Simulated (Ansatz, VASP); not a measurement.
## LiF in VASP and in Ansatz

The input INCAR:

```
  PREC = Accurate
  ENCUT = 520
  EDIFF = 1E-8
  ISMEAR = -1
  SIGMA = 0.03
  LREAL = F
  LASPH = T
  NELM = 60
  ALGO = Normal
  ISIF = 2
  LWAVE = F
  LCHARG = F
  GGA = PE
  LEFG = T
  NBANDS = 12
```

KPOINTS

```
regular mesh
0
Gamma
  16 16 16
```

Contents of POSCAR:

```
LiF
1.0
    0.0000000000      2.1825652598      2.1825652598
    2.1825652598      0.0000000000      2.1825652598
    2.1825652598      2.1825652598      0.0000000000
Li F
1 1
Direct
    0.0000000000      0.0000000000      0.0000000000
    0.2500000000      0.2500000000      0.2500000000
```

Input for Ansatz:

```yaml
crystal:
  lattice:
    - [0.0, 2.1825652598, 2.1825652598]
    - [2.1825652598, 0.0, 2.1825652598]
    - [2.1825652598, 2.1825652598, 0.0]
  atoms:
    - { symbol: Li, position: [0.0, 0.0, 0.0] }
    - { symbol: F, position: [0.25, 0.25, 0.25] }
kpoints:
  mp_grid: { grid: [16, 16, 16] }
  band_path:
    path:
      - [0.0, 0.0, 0.0]
      - [-0.5, -0.5, 0.0]
      - [-0.375, -0.375, 0.25]
      - [-0.375, 0.0, 0.375]
      - [0.0, 0.0, 0.0]
      - [0.0, 0.0, 0.5]
      - [-0.5, -0.25, 0.25]
      - [-0.5, -0.5, 0.0]
    npoints: 8
scf:
  occupations: { method: fermi_dirac, width: 0.03 }
hamiltonian:
  xc: pbe
  pseudopotentials: { kind: paw }
output:
  forces: true
  stress: true
  eigenvalues: true
  efg: { contact_densities: true }
  populations: true
  bader: true
  dos: { projected: true, de: 0.2, e_range: [-14, 8] }
```

Alike in both runs: task electric field gradients; functional PBE; k mesh 16 × 16 × 16; occupations fermi-dirac, width 0.03 eV; no spin polarisation.

|  | VASP | Ansatz |
| --- | --- | --- |
| version | VASP 6.6.1 | Ansatz 0.2.0 |
| potentials or method | VASP PAW PBE potentials, release 64 (Li_sv, F) | PAW with Ansatz's default frozen-core files, scalar-relativistic |
| plane-wave cutoff (eV) | 520 | 420 |
| valence electrons in the cell | 10 | 10 |

```tsv
	VASP	Ansatz	Ansatz less VASP
gap on the k mesh at the Fermi level (eV)	7.64	7.65	+0.011
Vzz of the field gradient on the site that differs most (V/Å²)	0.0	0.0	0.00
```

 As with any semilocal functional, this PBE gap is likely too small. A k mesh can miss the band edges.
